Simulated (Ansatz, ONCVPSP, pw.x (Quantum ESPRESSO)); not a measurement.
boron: does the ONCV potential hold in the solid?

B, optimised norm-conserving Vanderbilt (ONCV), made with ONCVPSP 4.0.1 (PBE, scalar-relativistic). Core [He], reference 2s2 2p1. Waves: 2s: rc 1.50 bohr, ncon 4, nbas 7, qcut 4.7 1/bohr, local; 2p: rc 3.65 bohr, ncon 4, nbas 7, qcut 3.4 1/bohr, 2 projectors, debl 2 Ha; d scattering state at 0.11 Ha: rc 3.80 bohr, ncon 4, nbas 7, qcut 2.9 1/bohr, 2 projectors, debl 0.8 Ha. Local part: the s channel. Core correction: Teter function, fcfact 5.75, rcfact 1.5.

Atomic tests: cutoffs needed: 10 Ha and 40 Ha (the cutoffs (Ha) at which the residual kinetic energy of the hardest occupied pseudo-wave falls to 1 and 0.1 mHa per electron); ghost test: no bound ghost flagged; no localised positive-energy state flagged; largest excitation error: +656 meV (all-electron minus pseudo) for 2s1 2p0, out of 4 test configurations.

Crystal test: fcc B in pw.x 7.5, no spin, 18³ k-points, Fermi–Dirac smearing 0.01 Ry, cutoffs 95/380 Ry. The reference is all-electron LAPW (Ansatz 0.2.0) with the same functional, mesh and smearing; V0 and B0 come from Birch–Murnaghan fits to the pressures at five volumes. Errors are pseudo minus all-electron; Δ is the rms difference of the E(V) curves that follow from these fits, minima aligned, over ±6 % about the mean V0. Mesh and smearing are coarse, so the numbers serve the comparison and aren't converged zero-temperature values; the lattice is a test structure that the element need not adopt.

All-electron: a0 = 2.867 Å (V0 = 5.89 Å³/atom), B0 = 270.8 GPa.

Task: How far does the potential miss the all-electron equation of state?

Result: converged, but broken (pressure over 100 GPa off). The pressure does not cross zero within the volumes sampled, so no fit is given. The largest radius (3.80 bohr) exceeds half the bond length (1.92 bohr), so the spheres overlap, which is one possible source of error among others. The pseudo pressure rises with volume over the whole range, a mechanical instability. A pressure error of this size marks a broken potential; the numbers have no physical meaning.

| V (Å³/atom) | P all-electron (GPa) | P pseudo (GPa) |
| --- | --- | --- |
| 5.603 | 14.83 | -276.49 |
| 5.751 | 6.76 | -263.22 |
| 5.898 | -0.40 | -250.10 |
| 6.045 | -6.74 | -237.25 |
| 6.193 | -12.37 | -224.76 |

Task: At the middle volume, how do free energy and pressure move when the wave cutoff is lowered (ecutrho kept at four times it)?

Result:

```
cutoff (Ry)  shift of F (meV/atom)  shift of P (GPa)
         43                   +7.3             -0.14
         57                   +4.1             +0.20
         76                   +2.9             -0.01
```

Input at the middle volume:

```
&control
  calculation='scf', prefix='x', pseudo_dir='./', outdir='./tmp', tstress=.true., disk_io='none'
/
&system
  ibrav=0, nat=1, ntyp=1, ecutwfc=95, ecutrho=380, nbnd=8,
  occupations='smearing', smearing='fd', degauss=0.01
/
&electrons
  conv_thr=1e-09, mixing_beta=0.4, electron_maxstep=70
/
ATOMIC_SPECIES
B 1.0 B.UPF
CELL_PARAMETERS angstrom
  0.00000000 1.43403007 1.43403007
  1.43403007 0.00000000 1.43403007
  1.43403007 1.43403007 0.00000000
ATOMIC_POSITIONS crystal
B 0.0000 0.0000 0.0000
K_POINTS automatic
18 18 18 0 0 0
```

```bash
pw.x < B.scf.in > B.scf.out
```

Lines of the output:

```
Message from routine setup:
     using ibrav=0 with symmetry is DISCOURAGED, use correct ibrav instead
     lattice parameter (alat)  =       3.8324  a.u.
     unit-cell volume          =      39.8017 (a.u.)^3
     number of electrons       =         3.00
     number of Kohn-Sham states=            8
     kinetic-energy cutoff     =      95.0000  Ry
     charge density cutoff     =     380.0000  Ry
     scf convergence threshold =      1.0E-09
     Exchange-correlation= PBE
     number of k points=   195  Fermi-Dirac smearing, width (Ry)=  0.0100
     iteration #  1     ecut=    95.00 Ry     beta= 0.40
     total energy              =      -6.10731158 Ry
     estimated scf accuracy    <       0.01726335 Ry
     iteration #  2     ecut=    95.00 Ry     beta= 0.40
     total energy              =      -6.10540780 Ry
     estimated scf accuracy    <       0.00587550 Ry
     iteration #  3     ecut=    95.00 Ry     beta= 0.40
     total energy              =      -6.10551404 Ry
     estimated scf accuracy    <       0.00000417 Ry
     iteration #  4     ecut=    95.00 Ry     beta= 0.40
     total energy              =      -6.10551506 Ry
     estimated scf accuracy    <       0.00000036 Ry
     iteration #  5     ecut=    95.00 Ry     beta= 0.40
     total energy              =      -6.10551508 Ry
     estimated scf accuracy    <          6.2E-09 Ry
     iteration #  6     ecut=    95.00 Ry     beta= 0.40
     the Fermi energy is    13.5923 ev
!    total energy              =      -6.10551508 Ry
     estimated scf accuracy    <          4.7E-10 Ry
     smearing contrib. (-TS)   =      -0.00070462 Ry
     The total energy is F=E-TS. E is the sum of the following terms:
     one-electron contribution =       4.17502637 Ry
     hartree contribution      =       0.01375905 Ry
     xc contribution           =      -2.68014301 Ry
     ewald contribution        =      -7.61345288 Ry
     convergence has been achieved in   6 iterations
          total   stress  (Ry/bohr**3)                   (kbar)     P=    -2501.02
     Message from routine punch:
     Nothing written, as per user request (disk_io='none')
```

The run at the middle volume (195 k-points, 6 iterations) took about 5.8 s on one core of a shared host (AMD EPYC 9R45 96-Core Processor, 96 threads, 376 GiB, load 66).
